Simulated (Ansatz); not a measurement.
Molecular dynamics of LiCl

The input (input.yaml):

```yaml
accuracy: low
crystal:
  lattice:
    - [0.0, 5.32671, 5.32671]
    - [5.32671, 0.0, 5.32671]
    - [5.32671, 5.32671, 0.0]
  atoms:
    - { symbol: Li, position: [-0.00277903, 0.00666724, -0.00731645] }
    - { symbol: Cl, position: [0.36460617, 0.2448756, 0.23603479] }
    - { symbol: Li, position: [0.08816772, 0.01733061, 0.47077315] }
    - { symbol: Cl, position: [0.28463357, 0.17649787, 0.7760085] }
    - { symbol: Li, position: [0.11253369, 0.53383386, -0.14455899] }
    - { symbol: Cl, position: [0.34831, 0.78331407, 0.20153515] }
    - { symbol: Li, position: [0.23215895, 0.47305441, 0.41793724] }
    - { symbol: Cl, position: [0.26303213, 0.7669975, 0.77079264] }
    - { symbol: Li, position: [0.51174922, 0.05791543, -0.06002455] }
    - { symbol: Cl, position: [0.85496285, 0.27220528, 0.24613769] }
    - { symbol: Li, position: [0.54121768, -0.01526049, 0.48081678] }
    - { symbol: Cl, position: [0.83062565, 0.2746804, 0.72300706] }
    - { symbol: Li, position: [0.65210616, 0.55150611, 0.0355676] }
    - { symbol: Cl, position: [0.84745621, 0.77327193, 0.17377626] }
    - { symbol: Li, position: [0.63647558, 0.51789604, 0.52332837] }
    - { symbol: Cl, position: [0.84276214, 0.81025302, 0.68167278] }
basis:
  ecutwfc: 420.0
kpoints:
  mp_grid: { grid: [2, 2, 2] }
hamiltonian:
  xc: pbe
scf:
  occupations: { method: fermi_dirac, width: 0.16 }
  lower_state_search: "off"
md:
  timestep: 1
  n_steps: 300
  ensemble: nvt_langevin
  temperature: 1080.0
  initial_velocities: maxwell_boltzmann
  seed: 265190
  friction: 0.01
```

Run as:

```bash
$ ansatz run input.yaml --threads 1 --pin off --max-ram 3072MiB --backend cpu --events-out ev --progress --plain --runs-dir out
```

It goes on from the last frame of an earlier run, with new velocities.

Output, in part (step lines):

```
md step     0: t =     0.00 fs  T =  1012.5 K  F+E_penalty+E_count = -10300.16031042 eV  E_kin = 2.094012 eV  (6 SCF iters)
md step     1: t =     1.00 fs  T =  1005.0 K  F+E_penalty+E_count = -10300.11523952 eV  E_kin = 2.078543 eV  (6 SCF iters)
md step     2: t =     2.00 fs  T =   998.3 K  F+E_penalty+E_count = -10300.07103637 eV  E_kin = 2.064610 eV  (6 SCF iters)
md step     3: t =     3.00 fs  T =   986.4 K  F+E_penalty+E_count = -10300.02865240 eV  E_kin = 2.040102 eV  (6 SCF iters)
md step     4: t =     4.00 fs  T =   989.0 K  F+E_penalty+E_count = -10299.99388500 eV  E_kin = 2.045363 eV  (6 SCF iters)
md step     5: t =     5.00 fs  T =   982.3 K  F+E_penalty+E_count = -10299.96780569 eV  E_kin = 2.031532 eV  (4 SCF iters)
md step     6: t =     6.00 fs  T =  1015.1 K  F+E_penalty+E_count = -10299.94422609 eV  E_kin = 2.099360 eV  (4 SCF iters)
md step     7: t =     7.00 fs  T =   974.7 K  F+E_penalty+E_count = -10299.92387972 eV  E_kin = 2.015926 eV  (4 SCF iters)
[... lines left out ...]
md step   299: t =   299.00 fs  T =   685.9 K  F+E_penalty+E_count = -10300.68048599 eV  E_kin = 1.418484 eV  (4 SCF iters)
md step   300: t =   300.00 fs  T =   637.8 K  F+E_penalty+E_count = -10300.66999808 eV  E_kin = 1.319041 eV  (6 SCF iters)
```

The steps, from the saved trajectory:

| time (fs) | T (K) | potential energy less start (eV) |
| --- | --- | --- |
| 0.0 | 1012 | 0.000 |
| 10.0 | 1085 | 0.244 |
| 20.0 | 1350 | -0.164 |
| 30.0 | 1350 | -0.481 |
| 40.0 | 1494 | -0.574 |
| 50.0 | 1504 | -0.489 |
| 60.0 | 1079 | -0.165 |
| 70.0 | 866 | 0.108 |
| 80.0 | 1052 | -0.340 |
| 90.0 | 1164 | -0.621 |
| 100.0 | 1297 | -0.492 |
| 110.0 | 1042 | -0.348 |
| 120.0 | 1249 | -0.372 |
| 130.0 | 1030 | -0.244 |
| 140.0 | 1032 | -0.117 |
| 150.0 | 1147 | -0.297 |
| 160.0 | 1388 | -0.716 |
| 170.0 | 1050 | -0.550 |
| 180.0 | 1174 | -0.807 |
| 190.0 | 1222 | -0.726 |
| 200.0 | 1014 | -0.363 |
| 210.0 | 785 | -0.124 |
| 220.0 | 760 | -0.236 |
| 230.0 | 833 | -0.393 |
| 240.0 | 1069 | -0.487 |
| 250.0 | 1241 | -0.650 |
| 260.0 | 1178 | -0.690 |
| 270.0 | 993 | -0.511 |
| 280.0 | 1234 | -0.655 |
| 290.0 | 936 | -0.637 |
| 300.0 | 638 | -0.510 |

The run went to its last step. A run of 0.3 ps of so small a system gives no equilibrium averages. Limits of this set-up: low accuracy level.

Mean squared displacements from the first frame to the last, about the centre of mass: Li 0.65 Å², Cl 0.23 Å².

Last frame:

```xyz
16
Lattice="0.0000 5.3267 5.3267 5.3267 0.0000 5.3267 5.3267 5.3267 0.0000" Properties=species:S:1:pos:R:3
Li 0.267 0.482 0.044
Cl 2.876 2.970 2.942
Li 2.452 3.156 0.301
Cl 4.913 6.144 2.683
Li 2.204 0.466 2.792
Cl 4.914 2.794 5.712
Li 4.992 2.878 2.604
Cl 7.378 5.343 5.412
Li 0.168 2.670 3.292
Cl 2.807 5.709 5.928
Li 2.368 5.911 2.670
Cl 5.596 8.559 5.658
Li 2.356 3.531 6.257
Cl 5.450 5.361 8.498
Li 5.242 5.007 6.332
Cl 7.751 8.354 8.605
```

The run took 10 min on 1 CPU thread of a shared host.
